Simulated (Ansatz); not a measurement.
**Cu: a bulk modulus from differences**

The cell was reached from a generator's guess, though it ends in a space group that the Crystallography Open Database lists for this formula.

These are results of Ansatz, DFT PBE, scalar-relativistic, plane waves, PAW, not measurements. Plane waves to 420 eV, a 26×26×26 mesh through Γ for the 1-atom cell and 0.10 eV Gaussian smearing; no spin polarisation.

```cif
data_structure
_symmetry_space_group_name_H-M 'Fm-3m'
_symmetry_Int_Tables_number 225
_cell_length_a 3.6297
_cell_length_b 3.6297
_cell_length_c 3.6297
_cell_angle_alpha 90.000
_cell_angle_beta 90.000
_cell_angle_gamma 90.000
_cell_volume 47.82
loop_
_atom_site_label
_atom_site_type_symbol
_atom_site_symmetry_multiplicity
_atom_site_Wyckoff_symbol
_atom_site_fract_x
_atom_site_fract_y
_atom_site_fract_z
_atom_site_occupancy
Cu1 Cu 4 b 0.50000 0.00000 0.00000 1
```

The cell was set to several volumes, with shape and atoms relaxed at each where symmetry leaves them free. Pressure is positive in compression, and energies count from the lowest row. No row has a gap on its mesh.

```tsv
row	V (Å³/atom)	P (GPa)	ΔE (meV/atom)
1	10.520	24.81	97.8
2	10.879	?	?
3	11.238	10.19	21.5
4	11.596	4.64	5.1
5	11.955	0.01	0.0
6	12.313	-3.86	4.4
7	12.672	-7.08	16.7
8	13.150	-10.56	43.2
```

Problem. Find B = −V·ΔP/ΔV from rows 4 and 6 and from rows 1 and 3, and from the two its slope B′ and its value B0 at zero pressure.

Solution. Rows 4 and 6 give −(11.596 + 12.313)/2 × (-3.86 − (4.64))/(12.313 − 11.596) = 141.7 GPa at a mean pressure of 0.39 GPa. Rows 1 and 3 give −(10.520 + 11.238)/2 × (10.19 − (24.81))/(11.238 − 10.520) = 221.5 GPa at a mean pressure of 17.50 GPa. So B′ = (221.5 − 141.7)/(17.50 − (0.39)) = 4.66 and B0 = 141.7 − 4.66 × (0.39) = 139.9 GPa. A third-order Birch–Murnaghan fit to all the energies gives B0 = 140.6 GPa and B′ = 5.0.

Problem. Estimate the pressure and energy of row 2.

Solution. From row 5, V0 = 11.955 × (1 + (0.01)/139.9) = 11.956 Å³/atom. Murnaghan's form P = (B0/B′)·[(V0/V)^B′ − 1] gives (139.9/4.66) × [(11.956/10.879)^4.66 − 1] = 16.59 GPa; the computed pressure is 16.84 GPa, so the estimate is off by -0.25 GPa. The work of compression from row 3, with the mean of the two pressures, gives ΔE = 21.5 + (16.59 + 10.19)/2 × (11.238 − 10.879)/160.2 × 1000 = 51.5 meV/atom (1 eV/Å³ = 160.2 GPa); the computed value is 51.5 meV/atom.

All volumes keep the k mesh of the relaxed cell. Symmetry constrained the relaxation, so the result can be a saddle point.
